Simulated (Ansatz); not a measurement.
SnSe in the rocksalt structure was relaxed with r2SCAN, strained in 3 ways (changes of length per length), its atoms relaxed again with r2SCAN, and run with HSE06 in the plane-wave code Ansatz. Values at 0 K without nuclear motion; spin polarisation is off, and the phase may be a hypothetical one.

Uniaxial -1.14 % along [111], other directions held. Input:
```yaml
crystal:
  lattice:
    - [-0.02281606, 2.9792970917, 2.9792970917]
    - [2.9792970917, -0.02281606, 2.9792970917]
    - [2.9792970917, 2.9792970917, -0.02281606]
  atoms:
    - { symbol: Sn, position: [0.0, 0.0, 0.0] }
    - { symbol: Se, position: [0.5, 0.5, 0.5] }
kpoints:
  mp_grid: { grid: [6, 6, 6] }
  band_path:
    path:
      - [0.0, 0.0, 0.0]
      - [0.5, 0.0, 0.5]
      - [0.625, 0.25, 0.625]
      - [0.375, 0.375, 0.75]
      - [0.5, 0.5, 0.5]
      - [0.5, 0.25, 0.75]
      - [0.5, 0.475, 0.525]
      - [0.052856, 0.056478, -0.489583]
      - [0.461019, 0.479248, -0.479248]
    npoints: 1
hamiltonian:
  xc: hse06
scf:
  occupations: { method: fermi_dirac, width: 0.02 }
  n_extra_bands: 4
output:
  forces: true
  stress: true
  eigenvalues: true
```

Main results, then levels in eV from the Fermi energy at the points of the path (names of the unstrained zone, bands numbered from 0):
```
Crystal: 2 atoms, lattice volume = 53.497 Å³
Basis set: ecut = 420 eV, 1031 PW (Γ)
Symmetry: 12 space group operations
Space group: R-3m (ITA 166)
k-points: 32 of 216
Free energy (F): -11499.658436 eV
Fermi energy:    9.682595 eV
--- Stress (GPa, compression-positive) ---
        0.423660       0.144638       0.144638
        0.144638       0.423660       0.144638
        0.144638       0.144638       0.423660
  P = ⅓ Tr σ = 0.4237 GPa (4.237 kbar)
```
```tsv
point	band_11	band_12	band_13	band_14	band_15	band_16	band_17
Γ	-5.851	-3.189	-3.189	-3.087	4.574	4.599	4.599
X	-7.074	-6.860	-4.825	-4.740	2.818	5.736	5.763
U	-8.339	-6.393	-4.276	-3.298	3.266	3.718	5.411
K	-8.339	-6.393	-4.276	-3.298	3.266	3.718	5.411
L	-9.556	-2.934	-2.934	-0.299	0.196	1.015	1.015
W	-8.221	-5.990	-5.989	-1.475	1.411	4.896	4.943
(1/2,0.475,0.525)	-9.535	-3.096	-2.978	-0.174	-0.153	1.086	1.446
(0.053,0.056,-0.490)	-9.563	-3.155	-2.935	-0.208	-0.010	1.143	1.813
(0.461,0.479,-0.479)	-9.520	-3.185	-2.987	-0.286	-0.091	1.106	1.616
```

HSE06 shows no clear gap: PBE's bands cross or nearly cross beside k = (1/2, 0.475, 0.525), and the 0.02 eV read at that one point says little, since a crossing moves with the functional. The mean stress, +0.4 GPa, is small, and the program warns that its thresholds are loose for a hybrid's stress.

Isotropic -5.31 % on every length. These blocks change:
```yaml
crystal:
  lattice:
    - [0.0, 2.8427009433, 2.8427009433]
    - [2.8427009433, 0.0, 2.8427009433]
    - [2.8427009433, 2.8427009433, 0.0]
  atoms:
    - { symbol: Sn, position: [0.0, 0.0, 0.0] }
    - { symbol: Se, position: [0.5, 0.5, 0.5] }
kpoints:
  mp_grid: { grid: [6, 6, 6] }
  band_path:
    path:
      - [0.0, 0.0, 0.0]
      - [0.5, 0.0, 0.5]
      - [0.625, 0.25, 0.625]
      - [0.375, 0.375, 0.75]
      - [0.5, 0.5, 0.5]
      - [0.5, 0.25, 0.75]
      - [0.5, 0.475, 0.525]
      - [0.0, 0.196615, -0.196615]
      - [-0.078939, -0.042155, 0.468018]
    npoints: 1
```

```
Crystal: 2 atoms, lattice volume = 45.943 Å³
Basis set: ecut = 420 eV, 893 PW (Γ)
Symmetry: 48 space group operations
Space group: Fm-3m (ITA 225)
k-points: 16 of 216
Free energy (F): -11499.398112 eV
Fermi energy:    12.375536 eV
--- Stress (GPa, compression-positive) ---
       12.123229       0.000000       0.000000
        0.000000      12.123229       0.000000
        0.000000       0.000000      12.123229
  P = ⅓ Tr σ = 12.1232 GPa (121.232 kbar)
```
```tsv
point	band_11	band_12	band_13	band_14	band_15	band_16	band_17
Γ	-5.447	-3.917	-3.917	-3.917	4.962	4.962	4.962
X	-8.377	-7.396	-5.891	-5.891	1.978	6.475	6.475
U	-9.322	-7.830	-5.247	-3.796	3.204	3.941	5.455
K	-9.322	-7.830	-5.247	-3.796	3.204	3.941	5.455
L	-10.869	-3.602	-3.602	-0.640	0.653	0.653	0.785
W	-9.080	-7.349	-7.349	-1.605	1.274	4.811	4.811
(1/2,0.475,0.525)	-10.844	-3.802	-3.659	-0.468	-0.032	0.744	1.547
(0,0.197,-0.197)	-9.169	-5.601	-3.422	-0.342	0.435	1.244	3.913
(-0.079,-0.042,0.468)	-10.806	-4.061	-3.744	-0.408	-0.272	0.894	2.047
```

HSE06 shows no clear gap: PBE's bands cross or nearly cross beside k = (-0.079, -0.042, 0.468), and the 0.14 eV read at that one point says little, since a crossing moves with the functional. At this geometry HSE06 finds +12.1 GPa, compression counted positive: its own equilibrium volume is larger. (The program warns that its thresholds are loose for a hybrid's stress.)

Problem. Biaxial -0.47 % in x and y, z held gives these blocks instead:
```yaml
crystal:
  lattice:
    - [0.0, 2.9880032198, 3.0021131517]
    - [2.9880032198, 0.0, 3.0021131517]
    - [2.9880032198, 2.9880032198, 0.0]
  atoms:
    - { symbol: Sn, position: [0.0, 0.0, 0.0] }
    - { symbol: Se, position: [0.5, 0.5, 0.5] }
kpoints:
  mp_grid: { grid: [6, 6, 6] }
  band_path:
    path:
      - [0.0, 0.0, 0.0]
      - [0.5, 0.0, 0.5]
      - [0.625, 0.25, 0.625]
      - [0.375, 0.375, 0.75]
      - [0.5, 0.5, 0.5]
      - [0.5, 0.25, 0.75]
      - [0.5, 0.475, 0.525]
      - [-0.055013, -0.052694, 0.484538]
      - [-0.037923, 0.021729, 0.485514]
    npoints: 1
```
What comes out?

Solution.
```
Crystal: 2 atoms, lattice volume = 53.607 Å³
Basis set: ecut = 420 eV, 1055 PW (Γ)
Symmetry: 16 space group operations
Space group: I4/mmm (ITA 139)
k-points: 30 of 216
Free energy (F): -11499.658935 eV
Fermi energy:    9.662582 eV
--- Stress (GPa, compression-positive) ---
        0.515941       0.000000       0.000000
        0.000000       0.515941       0.000000
        0.000000       0.000000      -0.080679
  P = ⅓ Tr σ = 0.3171 GPa (3.171 kbar)
```
```tsv
point	band_11	band_12	band_13	band_14	band_15	band_16	band_17
Γ	-5.867	-3.176	-3.176	-3.125	4.492	4.611	4.611
X	-7.092	-6.859	-4.817	-4.757	2.809	5.661	5.784
U	-8.355	-6.398	-4.245	-3.306	3.261	3.717	5.358
K	-8.365	-6.380	-4.231	-3.273	3.275	3.718	5.387
L	-9.601	-2.906	-2.896	-0.245	0.245	1.061	1.085
W	-8.234	-5.986	-5.972	-1.470	1.410	4.879	4.922
(1/2,0.475,0.525)	-9.580	-3.066	-2.944	-0.122	-0.096	1.147	1.493
(-0.055,-0.053,0.485)	-9.557	-3.184	-2.932	-0.226	-0.029	1.153	1.687
(-0.038,0.022,0.486)	-9.568	-3.137	-2.962	-0.237	-0.042	1.161	1.665
```
HSE06 shows no clear gap: PBE's bands cross or nearly cross beside k = (1/2, 0.475, 0.525), and the 0.03 eV read at that one point says little, since a crossing moves with the functional. With the atoms held, the mean pressure is +0.3 GPa (compression positive). (The program warns that its thresholds are loose for a hybrid's stress.)

No spin-orbit coupling is included; it can move band edges with weight on the heavy atoms by tenths of an eV.

The meshes of the hybrids are coarse, so their gaps aren't converged to the digits shown.
